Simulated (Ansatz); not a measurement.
# GaAs: relaxed-ion elastic tensor

These are results of DFT PBE, scalar-relativistic, plane waves, PAW (Ansatz 0.2.0), not measurements. Plane waves to 420 eV; Γ-centred k mesh 12×12×12; Gaussian smearing of 0.02 eV. No spin polarisation.

Equilibrium structure at this level:
```xyz
2
Lattice="0.0000 2.8727 2.8727 2.8727 0.0000 2.8727 2.8727 2.8727 0.0000" Properties=species:S:1:pos:R:3 pbc="T T T"
Ga    0.0000    0.0000    0.0000
As    1.4363    1.4363    1.4363
```

It was relaxed at this level from a cell as deposited in COD.

Task: Give the relaxed-ion elastic constants (GPa, Voigt order xx yy zz yz xz xy, on the Cartesian axes of the cell above).

Result:
C11 = 99.5, C12 = 41.6, C13 = 41.6, C22 = 99.5, C23 = 41.6, C33 = 99.5, C44 = 51.2, C55 = 51.2, C66 = 51.2 GPa; the others vanish.

Task: Is the crystal stable against homogeneous strain?

Result: Yes: the least eigenvalue of the tensor is 51.2 GPa.

Task: And the moduli of a polycrystal (Hill averages)?

Result: B = 61 GPa, G = 41 GPa, E = 100 GPa, ν = 0.23.
